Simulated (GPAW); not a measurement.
A run of GPAW 26.7.0 is set up as follows.

Contents of run.py:

```python
import json
import numpy as np
from ase.dft.bandgap import bandgap
from ase.io import read, write
from gpaw import GPAW, PW, setup_paths
from gpaw.response.g0w0 import G0W0

setup_paths.insert(0, '.')

atoms = read('SiC.xyz')

calc = GPAW(mode=PW(650),
            xc='LDA',
            kpts={'size': (5, 5, 3), 'gamma': True},
            occupations={'name': 'fermi-dirac', 'width': 0.001},
            nbands=18,
            convergence={'density': 1e-06},
            maxiter=150,
            txt='gpaw.txt')
atoms.calc = calc
energy = atoms.get_potential_energy()
calc.write('gs.gpw')
write('result.traj', atoms)
print(f'Energy: {energy:.6f} eV')
print('Fermi level:', round(calc.get_fermi_level(), 4), 'eV')
print(f'Gap: {bandgap(calc)[0]:.4f} eV, direct: {bandgap(calc, direct=True)[0]:.4f} eV')

calc.diagonalize_full_hamiltonian(nbands=269)
calc.write('full.gpw', mode='all')

ibz = calc.get_ibz_k_points()
gap, vbm, cbm = bandgap(calc, output=None)
gap, direct, _ = bandgap(calc, direct=True, output=None)
gamma = int(np.abs(ibz).sum(1).argmin())
kpts = sorted({gamma, vbm[1], cbm[1], direct[1]})
gw = G0W0(calc='full.gpw',
          filename='gw',
          ecut=200,
          ecut_extrapolation=True,
          relbands=(-2, 2),
          kpts=kpts,
          integrate_gamma='WS',
          ppa=True)
gw.calculate()
results = {mode: {key: np.asarray(r[key]).tolist() for key in ['f', 'eps', 'vxc', 'exx', 'sigma', 'Z', 'qp', 'sigma_eskn']}
           for mode, r in gw.all_results.items()}
json.dump({'kpts': ibz[kpts].tolist(), 'results': results}, open('gw.json', 'w'))
for mode, r in results.items():
    f, qp = np.array(r['f']), np.array(r['qp'])
    print(mode, 'quasiparticle energies (eV):')
    print(qp.round(3))
    print(mode, 'gap:', round(qp[f < 0.5].min() - qp[f > 0.5].max(), 4), 'eV')
```

File SiC.xyz:

```xyz
4
Lattice="3.0760000000 0.0000000000 0.0000000000 -1.5380000000 2.6638941420 0.0000000000 0.0000000000 0.0000000000 5.0480000000" Properties=species:S:1:pos:R:3 pbc="T T T"
Si     1.5380000002      0.8879647139      2.5240000000
Si    -0.0000000002      1.7759294281      0.0000000000
C      1.5380000002      0.8879647139      4.4674800000
C     -0.0000000002      1.7759294281      1.9434800000
```

Potentials or basis: PAW data sets generated in the run's folder for this functional, pw.

Command:

```bash
$ gpaw-setup -x -f LDA C Si
$ OMP_NUM_THREADS=1 python run.py
```

(1) What does it give for the quasiparticle gap?

(2) What does it give for the least direct quasiparticle gap?

(3) Predict the band gap on the k mesh, mean-field level.

## Answers

(1) 3.78 eV.

(2) 5.29 eV.

(3) 2.70 eV, indirect (least direct gap 4.09 eV).

Caveat: the k mesh is coarse (spacing up to 0.47 Å⁻¹), so the values aren't converged; the quasiparticle gap is taken among the few k points that were corrected; the long-wavelength limit can be off by a per cent or two; an odd mesh through Γ misses points on the zone boundary, where band edges often lie.
